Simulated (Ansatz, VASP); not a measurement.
## One calculation of Cu, two programs

Contents of INCAR:

```
SYSTEM = Cu
PREC     = Accurate       ! precision mode
ENCUT    = 520            ! plane-wave cutoff, eV
EDIFF    = 1E-6           ! SCF threshold, eV
ISMEAR   = -1             ! smearing method
SIGMA    = 0.1            ! smearing width, eV
LREAL    = .FALSE.        ! projectors in reciprocal space
LASPH    = .TRUE.         ! aspherical terms in the spheres
NELM     = 80             ! most SCF steps
ALGO     = Normal         ! electronic algorithm
ISIF     = 2              ! what is computed and relaxed
LWAVE    = .FALSE.        ! write WAVECAR
LCHARG   = .TRUE.         ! write CHGCAR
GGA      = PS             ! functional
LELF     = .TRUE.         ! ELF
LVHAR    = .TRUE.       
NBANDS   = 12             ! bands
```

KPOINTS

```
regular mesh
0
G
  14 14 14
  0 0 0
```

The input POSCAR:

```
Cu
1.0
    0.0000000000      1.8770866178      1.8770866178
    1.8770866178      0.0000000000      1.8770866178
    1.8770866178      1.8770866178      0.0000000000
Cu
1
Direct
    0.0000000000      0.0000000000      0.0000000000
```

Input for Ansatz:

```yaml
crystal:
  lattice:
    - [0.0, 1.877086617819174, 1.877086617819174]
    - [1.877086617819174, 0.0, 1.877086617819174]
    - [1.877086617819174, 1.877086617819174, 0.0]
  atoms:
    - { symbol: Cu, position: [0.0, 0.0, 0.0] }
basis:
  ecutwfc: 500.0
kpoints:
  mp_grid:
    grid: [14, 14, 14]
hamiltonian:
  xc: pbesol
scf:
  occupations:
    method: fermi_dirac
    width: 0.1
output:
  stress: true
```

Alike in both runs: task single point; functional PBEsol; k mesh 14 × 14 × 14; occupations fermi-dirac, width 0.1 eV; no spin polarisation.

```csv
,VASP,Ansatz
version,VASP 6.6.1,Ansatz 0.2.0
potentials or method,"VASP PAW PBE potentials, release 64 (Cu)","plane waves, PAW"
plane-wave cutoff (eV),520,500
valence electrons in the cell,11,19
```

Ansatz gave:

```
pressure (GPa) : -17.7
```

Which values does VASP return?

Pressure (GPa): -17.1.

The two sets of potentials don't hold the same shells in valence.

Caveats: so large a pressure means that the cell lies far from this level's equilibrium, or that cutoff or potentials fall short (VASP); the potentials were made for another functional, which shifts forces and pressure (VASP).
